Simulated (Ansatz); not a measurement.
# B3HN3: the cost of one run

Program: Ansatz 0.2.0. Level of theory: DFT PBE+D3(BJ), scalar-relativistic, plane waves, PAW. These are calculated values, not measurements.

5 further runs of the same task are left out: 5 set aside as unsound or not needed.

### 1 Starting point

Symmetry: P3m1, No. 156, trigonal system. Conventional cell: a = 2.506 Å, b = 2.506 Å, c = 23.593 Å, α = 90.00°, β = 90.00°, γ = 120.00°. B (site symmetry 3m) is surrounded by 3 N at 1.45 Å. N (site symmetry 3m) has 3 B at 1.45 Å as nearest neighbours.

Structure file:

```xyz
6
Lattice="2.5061 0.0000 0.0000 -1.2531 2.1704 0.0000 0.0000 0.0000 23.5927" Properties=species:S:1:pos:R:3 pbc="T T T"
B     1.2531    0.7235    8.5000
N     0.0000    1.4469    8.5029
B     0.0000    1.4469   11.8264
N     0.0000    0.0000   11.8275
B     0.0000    0.0000   15.1492
N     1.2531    0.7235   15.1511
```

Planes are indexed in the bulk's conventional cell (R3m (No. 160)), a = 2.506 Å, b = 2.506 Å, c = 9.885 Å, α = 90.00°, β = 90.00°, γ = 120.00°.

This (001) slab, 6.6 Å thick as cut, with 17 Å of vacuum; its outer planes are BN (top) and BN (bottom), was relaxed beforehand with its lower half held: -1627.9412 eV, gap on the mesh 4.28 eV, ionisation potential 5.85 eV (top face), 5.58 eV (bottom face), electron affinity 1.57 eV (top face), 1.30 eV (bottom face), dipole along +c -0.008 e·Å per cell.

### 2 H put at a top (N) site

With the adsorbate the run is spin-polarised.

File input.yaml:

```yaml
crystal:
  lattice:
    - [2.5061138137, 0.0, 0.0]
    - [-1.2530569069, 2.1703582275, 0.0]
    - [0.0, 0.0, 25.5926876598]
  atoms:
    - { symbol: B, position: [0.6666666667, 0.3333333333, 0.3321261179] }
    - { symbol: "N", position: [0.3333333333, 0.6666666667, 0.3322402185] }
    - { symbol: B, position: [0.3333333333, 0.6666666667, 0.4620997201] }
    - { symbol: "N", position: [0.0, 0.0, 0.4621445588] }
    - { symbol: B, position: [0.0, 0.0, 0.5919331885] }
    - { symbol: "N", position: [0.6666666667, 0.3333333333, 0.5920079078] }
    - { symbol: H, position: [0.6666666667, 0.3333333333, 0.6318630419], spin: 1.0 }
basis:
  ecutwfc: 420
kpoints:
  mp_grid: { grid: [12, 12, 1] }
hamiltonian:
  xc: pbe
  dispersion: d3bj
scf:
  occupations: { method: gaussian, width: 0.05 }
output:
  forces: true
  eigenvalues: true
  populations: true
  write_density: true
  write_potential: true
  elf: true
  volumetric_format: npy
magnetization:
  spin_polarized: true
relax:
  adjacent_minimum: "off"
  f_tol: 0.03
  max_steps: 70
  constraints: [{ sites: [0, 1] }]
efield:
  axis: 3
  dipole_correction: true
  ramp_width: 0.04
```

Launch:

```
ansatz run input.yaml --threads 1 --pin off --max-ram 2560MiB --backend cpu --events-out ev --progress --plain --runs-dir out
```

What time and memory should one allow on 1 thread of Arm Neoverse V1, shared host?

About 4.7 min, with a peak of 0.4 GiB.
